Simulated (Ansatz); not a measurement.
The system is CoO.

```
CELL_PARAMETERS angstrom
0.00000 2.34364 2.34364
2.34364 0.00000 2.34364
2.34364 2.34364 0.00000
ATOMIC_POSITIONS crystal
Co 0.00000 0.00000 0.00000
O 0.25000 0.25000 0.25000
```

Measurements of this composition are mostly on another form, of space group No. 225.

Base run:

```yaml
Program: Ansatz 0.2.0
Functional: PBE
Potentials_or_basis: Ansatz PAW
Cutoff: "420 eV (not typed: the program's choice for these potentials)"
k_mesh: 10 × 10 × 10
Occupations: fermi-dirac, width 0.05 eV
Spin: no spin polarisation
```

Its results: band gap on the k mesh none (metal or under the smearing width); pressure -24.6 GPa.

Q: The run is repeated on the same cell with these changes: spin from no spin polarisation to collinear spin, ferromagnetic start. What comes out?

A: Band gap on the k mesh none (metal or under the smearing width); pressure -12.3 GPa; net moment 2.98 μB per cell; site moments Co +2.42; O +0.34 μB.

Caveats: semilocal functionals often make such compounds metallic where correlation or magnetic order opens a gap, which also shifts bond lengths; an odd number of electrons without spin polarisation forces a metal (some runs); a magnetic or distorted state may lie lower (some runs); a cell with one magnetic atom can't hold antiferromagnetic order, which such compounds often take (some runs).
